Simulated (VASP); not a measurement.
Crystal: PbO.

```
Pb O
1.0
     6.10138    0.00000    0.00000
     0.00000    5.62115    0.00000
     0.00000    0.00000    4.72826
Pb O
4 4
Cartesian
  1.3603 0.0862 3.5462
  4.7411 5.5349 1.1821
  4.7411 2.8968 3.5462
  1.3603 2.7244 1.1821
  5.3174 5.0871 3.5462
  0.7840 0.5340 1.1821
  0.7840 2.2765 3.5462
  5.3174 3.3446 1.1821
```

The cell is a database's computed one.

* Program: VASP 6.6.1
* Task: relaxation of cell and atoms
* Functional: PBE
* Dispersion: D3(BJ)
* Potentials or basis: VASP PAW PBE potentials, release 64 (Pb_d, O)
* Cutoff: 600 eV
* k mesh: 6 × 6 × 6
* Occupations: gaussian, width 0.02 eV
* Spin: no spin polarisation

At the start: pressure 1.1 GPa; volume 20.27 Å³/atom.

Problem. How do energy, volume and symmetry change on relaxing?

Solution. Over 22 steps the energy falls by 7.0 meV/atom and the volume is 19.41 Å³/atom (-4.3 %); space group Pbcm (No. 57, to 0.05 Å).

Step by step:
| step | energy change (eV) | largest force (eV/Å) | pressure (GPa) | volume (Å³) |
| --- | --- | --- | --- | --- |
| 1 | 0.0000 | 0.3511 | 1.15 | 162.16 |
| 2 | -0.0044 | 0.2079 | -1.48 | 165.60 |
| 3 | -0.0146 | 0.1113 | -0.32 | 164.01 |
| 4 | -0.0195 | 0.0987 | -0.30 | 163.46 |
| 5 | -0.0315 | 0.0652 | -0.22 | 161.80 |
| 6 | -0.0425 | 0.1183 | 0.02 | 158.50 |
| 7 | -0.0472 | 0.0810 | -0.06 | 158.01 |
| 8 | -0.0531 | 0.0740 | -0.24 | 156.52 |
| 9 | -0.0545 | 0.0554 | 0.04 | 155.75 |
| 10 | -0.0546 | 0.0521 | 0.11 | 155.55 |
| 11 | -0.0552 | 0.0286 | -0.02 | 155.54 |
| 12 | -0.0552 | 0.0207 | -0.07 | 155.54 |
| 13 | -0.0555 | 0.0150 | -0.04 | 155.37 |
| 14 | -0.0557 | 0.0109 | 0.02 | 154.98 |
| 15 | -0.0558 | 0.0104 | 0.02 | 155.02 |
| 16 | -0.0559 | 0.0146 | 0.00 | 155.11 |
| 17 | -0.0559 | 0.0099 | 0.01 | 155.14 |
| 18 | -0.0560 | 0.0057 | 0.02 | 155.18 |
| 19 | -0.0560 | 0.0066 | 0.02 | 155.19 |
| 20 | -0.0560 | 0.0018 | -0.02 | 155.27 |
| 21 | -0.0560 | 0.0018 | -0.03 | 155.29 |
| 22 | -0.0560 | 0.0027 | -0.01 | 155.26 |

Final structure:
```xyz
8
Lattice="5.8604 0.0000 0.0000 0.0000 5.5280 0.0000 0.0000 0.0000 4.7924" Properties=species:S:1:pos:R:3 pbc="T T T"
Pb    1.3670    0.0553    3.5943
Pb    4.4935    5.4727    1.1981
Pb    4.4935    2.8193    3.5943
Pb    1.3670    2.7087    1.1981
O     5.0317    5.0412    3.5943
O     0.8287    0.4868    1.1981
O     0.8287    2.2772    3.5943
O     5.0317    3.2508    1.1981
```
